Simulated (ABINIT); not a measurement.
Crystal: BN.

```
N B
1.0
     0.00000    1.81300    1.81300
     1.81300    0.00000    1.81300
     1.81300    1.81300    0.00000
N B
1 1
Cartesian
  0.9065 0.9065 0.9065
  0.0000 0.0000 0.0000
```

The cell is a database's computed one.

Base run:

- Program: ABINIT 10.8.3 (patched build)
- Functional: r2SCAN
- Potentials or basis: SG15 NC PBE v1.2
- Cutoff: 1306 eV
- k mesh: 13 × 13 × 13
- Occupations: fermi-dirac, width 0.05 eV
- Spin: no spin polarisation

Its results: band gap on the k mesh 5.04 eV, indirect (least direct gap 9.47 eV); pressure -5.6 GPa.

After a change of settings the same cell gave: band gap on the k mesh 4.93 eV, indirect (least direct gap 9.49 eV); pressure -1.0 GPa. Which change was it?
A. potentials or basis from SG15 NC PBE v1.2 to Ansatz NC r2SCAN; cutoff from 1306 eV to 1497 eV
B. potentials or basis from SG15 NC PBE v1.2 to Ansatz PAW PBE default generated set, frozen core; cutoff from 1306 eV to 517 eV
C. potentials or basis from SG15 NC PBE v1.2 to JTH PAW PBE v2.0; cutoff from 1306 eV to 844 eV
D. potentials or basis from SG15 NC PBE v1.2 to PseudoDojo NC SR PBE v0.4.1 standard; cutoff from 1306 eV to 1361 eV

D.

Caveats: the potentials were made for another functional, which shifts forces and pressure; a meta-GGA on potentials with a model core is unreliable (some runs).
